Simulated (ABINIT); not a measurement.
# LiCl (Fm-3m) in ABINIT: a series of runs

One crystal, LiCl, is run at these levels: PBE, PBEsol, LDA; tasks: single point.

All numbers are computed with ABINIT 10.8.3 (patched build); they aren't measurements. Logs are shortened: lines on timing, memory, paths and dates and some standing lists are left out, and cuts for length are marked. The log counts tension as positive stress, the text compression.

## Step 1: The crystal as given

The structure is cubic, space group Fm-3m (No. 225). The conventional cell has a = 5.130 Å, b = 5.130 Å, c = 5.130 Å, α = 90.00°, β = 90.00°, γ = 90.00°. Cl (site symmetry m-3m) is surrounded by 6 Li at 2.56 Å. Li (site symmetry m-3m) has 6 Cl at 2.56 Å as nearest neighbours.

## Step 2: Single point, PBE

File run.abi:

```
# Pseudopotentials
pp_dirpath "./"
pseudos "Cl.GGA_PBE-JTH.xml, Li.GGA_PBE-JTH.xml"

# Structure
acell 6.8542870774 6.8542870774 6.8542870774
rprim
     0.0000000000     0.7071067812     0.7071067812
     0.7071067812     0.0000000000     0.7071067812
     0.7071067812     0.7071067812     0.0000000000
ntypat 2
znucl 17 3
natom 2
typat 1 2
xred
     0.5000000000     0.5000000000     0.5000000000
     0.0000000000     0.0000000000     0.0000000000

# Plane-wave basis
ecut 25.0
pawecutdg 47.0

# k points
kptopt 1
ngkpt 7 7 7
nshiftk 1
shiftk 0.0 0.0 0.0

# Exchange and correlation
ixc 11

# Bands and occupations
nband 9
occopt 3
tsmear 0.00183747

# SCF cycle
nstep 100
tolvrs 1.0e-9

# Output
iomode 3
prtwf 0
prtden 0
prteig 0
prtebands 0
enunit 1
```

Potentials or basis: JTH PAW PBE v2.0.

Command:

```console
$ abinit run.abi > log 2>&1
```

run.abo:

```text
.Version 10.8.3 of ABINIT
 Symmetries : space group Fm -3 m (#225); Bravais cF (face-center cubic)
================================================================================
 Values of the parameters that define the memory need of the present run
     intxc =       0    ionmov =       0      iscf =      17    lmnmax =       9
     lnmax =       5     mgfft =      32  mpssoang =       2    mqgrid =    3001
     natom =       2  nloc_mem =       2    nspden =       1   nspinor =       1
    nsppol =       1      nsym =      48    n1xccc =       1    ntypat =       2
    occopt =       3   xclevel =       2
       mpw =        1374          nfft =       32768          nkpt =          20
 PAW method is used; the additional fine FFT grid is defined by:
   mgfftf=        45    nfftf =     91125
================================================================================
================================================================================

--------------------------------------------------------------------------------
------------- Echo of variables that govern the present computation ------------
--------------------------------------------------------------------------------
 -outvars: echo values of preprocessed input variables --------
            acell      6.8542870774E+00  6.8542870774E+00  6.8542870774E+00 Bohr
              amu      3.54527000E+01  6.94100000E+00
             ecut      2.50000000E+01 Hartree
           enunit           1
              ixc          11
         kptrlatt        7    0    0      0    7    0      0    0    7
          kptrlen      4.79800095E+01
            natom           2
            nband           9
            ngfft          32      32      32
          ngfftdg          45      45      45
             nkpt          20
            nstep         100
             nsym          48
           ntypat           2
           occopt           3
        pawecutdg      4.70000000E+01 Hartree
         pawxcdev           0
           prtden           0
        prtebands           0
           prteig           0
            prtwf           0
            rprim      0.0000000000E+00  7.0710678120E-01  7.0710678120E-01
                       7.0710678120E-01  0.0000000000E+00  7.0710678120E-01
                       7.0710678120E-01  7.0710678120E-01  0.0000000000E+00
          spgroup         225
           tolvrs      1.00000000E-09
           tsmear      1.83747000E-03 Hartree
            typat      1  2
           useylm           1
           xangst      2.5647699983E+00  2.5647699983E+00  2.5647699983E+00
                       0.0000000000E+00  0.0000000000E+00  0.0000000000E+00
            xcart      4.8467128727E+00  4.8467128727E+00  4.8467128727E+00
                       0.0000000000E+00  0.0000000000E+00  0.0000000000E+00
             xred      5.0000000000E-01  5.0000000000E-01  5.0000000000E-01
                       0.0000000000E+00  0.0000000000E+00  0.0000000000E+00
            znucl       17.00000    3.00000

================================================================================

[... 124 lines left out ...]
 rms dE/dt=  0.0000E+00; max dE/dt=  0.0000E+00; dE/dt below (all hartree)
    1       0.000000000000      0.000000000000      0.000000000000
    2       0.000000000000      0.000000000000      0.000000000000

 cartesian coordinates (angstrom) at end:
    1      2.56476999829423     2.56476999829423     2.56476999829423
    2      0.00000000000000     0.00000000000000     0.00000000000000

 cartesian forces (hartree/bohr) at end:
    1     -0.00000000000000    -0.00000000000000    -0.00000000000000
    2     -0.00000000000000    -0.00000000000000    -0.00000000000000
 frms,max,avg= 0.0000000E+00 0.0000000E+00   0.000E+00  0.000E+00  0.000E+00 h/b

 cartesian forces (eV/Angstrom) at end:
    1     -0.00000000000000    -0.00000000000000    -0.00000000000000
    2     -0.00000000000000    -0.00000000000000    -0.00000000000000
 frms,max,avg= 0.0000000E+00 0.0000000E+00   0.000E+00  0.000E+00  0.000E+00 e/A
 length scales=  6.854287077400  6.854287077400  6.854287077400 bohr
              =  3.627132515886  3.627132515886  3.627132515886 angstroms
 Fermi (or HOMO) energy (eV) =   4.55855   Average Vxc (eV)=  -8.73821
 Eigenvalues (   eV  ) for nkpt=  20  k points:
 kpt#   1, nband=  9, wtk=  0.00292, kpt=  0.0000  0.0000  0.0000 (reduced coord)
 -42.97489  -12.87757    0.52027    0.52027    0.52027    6.83977   12.32350   12.32350
  12.32350
 prteigrs : prtvol=0 or 1, do not print more k-points.

--- !EnergyTerms
iteration_state     : {dtset: 1, }
comment             : Components of total free energy in Hartree
kinetic             :  8.06591558127521E+00
hartree             :  3.47914996544306E+00
xc                  : -5.34673803383999E+00
Ewald energy        : -1.60774317381422E+01
psp_core            :  4.57938640658168E-01
local_psp           : -1.21930113095450E+01
PAW spherical_terms : -1.16548541370104E+00
internal            : -2.27796623078518E+01
'-kT*entropy'       :  7.83295916279421E-16
total_energy        : -2.27796623078518E+01
total_energy_eV     : -6.19866189611971E+02
...

--- !EnergyTermsDC
iteration_state     : {dtset: 1, }
comment             : '"Double-counting" decomposition of free energy'
band_energy         : -4.22857717579854E+00
Ewald energy        : -1.60774317381422E+01
psp_core            :  4.57938640658168E-01
xc_dc               : -3.06815130329292E+00
PAW spherical_terms :  1.36557950784147E-01
internal            : -2.27796636257913E+01
'-kT*entropy'       :  7.83295916279421E-16
total_energy_dc     : -2.27796636257913E+01
total_energy_dc_eV  : -6.19866225474932E+02
...

--- !EnergyTermsWithPAWCore
iteration_state     : {dtset: 1, }
comment             : 'Components of total free energy, including PAW core contributions'
Total energy        : -4.69155455155606E+02
Total energy DC     : -4.69155456473546E+02
Total energy (eV)   : -1.27663702996482E+04
Total energy DC (eV): -1.27663703355112E+04
...

 Cartesian components of stress tensor (hartree/bohr^3)
  sigma(1 1)= -1.27034809E-05  sigma(3 2)=  0.00000000E+00
  sigma(2 2)= -1.27034809E-05  sigma(3 1)=  0.00000000E+00
  sigma(3 3)= -1.27034809E-05  sigma(2 1)=  0.00000000E+00

-Cartesian components of stress tensor (GPa)         [Pressure=  3.7375E-01 GPa]
- sigma(1 1)= -3.73749313E-01  sigma(3 2)=  0.00000000E+00
- sigma(2 2)= -3.73749313E-01  sigma(3 1)=  0.00000000E+00
- sigma(3 3)= -3.73749313E-01  sigma(2 1)=  0.00000000E+00

== END DATASET(S) ==============================================================
================================================================================

 -outvars: echo values of variables after computation  --------
            acell      6.8542870774E+00  6.8542870774E+00  6.8542870774E+00 Bohr
           etotal     -2.2779663626E+01
            fcart     -0.0000000000E+00 -0.0000000000E+00 -0.0000000000E+00
                      -0.0000000000E+00 -0.0000000000E+00 -0.0000000000E+00
            rprim      0.0000000000E+00  7.0710678120E-01  7.0710678120E-01
                       7.0710678120E-01  0.0000000000E+00  7.0710678120E-01
                       7.0710678120E-01  7.0710678120E-01  0.0000000000E+00
           strten     -1.2703480950E-05 -1.2703480950E-05 -1.2703480950E-05
                       0.0000000000E+00  0.0000000000E+00  0.0000000000E+00
           xangst      2.5647699983E+00  2.5647699983E+00  2.5647699983E+00
                       0.0000000000E+00  0.0000000000E+00  0.0000000000E+00
             xred      5.0000000000E-01  5.0000000000E-01  5.0000000000E-01
                       0.0000000000E+00  0.0000000000E+00  0.0000000000E+00
 Calculation completed.
```

It took 8 s on 1 thread of Arm Neoverse V2, shared host; peak memory 0.09 GiB.

Results:

```yaml
Free_energy: -619.8662 eV
Pressure: 0.4 GPa
Band_gap_on_the_k_mesh: 6.32 eV, direct
Valence_electrons_inside_the_program's_atomic_spheres: Cl 4.35; Li 2.04
```

Caveat: an odd mesh through Γ misses points on the zone boundary, where band edges often lie.

(Part 1 of 2 ends here.)
